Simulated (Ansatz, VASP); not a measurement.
**SnSe in VASP and in Ansatz**

```
Sn Se
1.0
     3.54960    0.00000    0.00000
     0.00000    3.54960    0.00000
     0.00000    0.00000    3.54960
Sn Se
1 1
Direct
  0.00000 0.00000 0.00000
  0.50000 0.50000 0.50000
```

Alike in both runs: task single point; functional LDA; k mesh 12 × 12 × 12; occupations fermi-dirac, width 0.15 eV; no spin polarisation.

|  | VASP | Ansatz |
| --- | --- | --- |
| version | VASP 6.6.1 | Ansatz 0.2.0 |
| potentials or method | VASP PAW LDA potentials, release 64 (Sn_d, Se) | scalar-relativistic, plane waves, PAW |
| plane-wave cutoff (eV) | 520 | 420 |
| valence electrons in the cell | 20 | 30 |

```csv
,VASP,Ansatz,Ansatz less VASP
gap on the k mesh at the Fermi level (eV),none,none,-
pressure (GPa),1.3,1.3,-0.08
```

A gap of «none» marks a metal or a gap that the smearing closes. The two sets of potentials don't hold the same shells in valence.
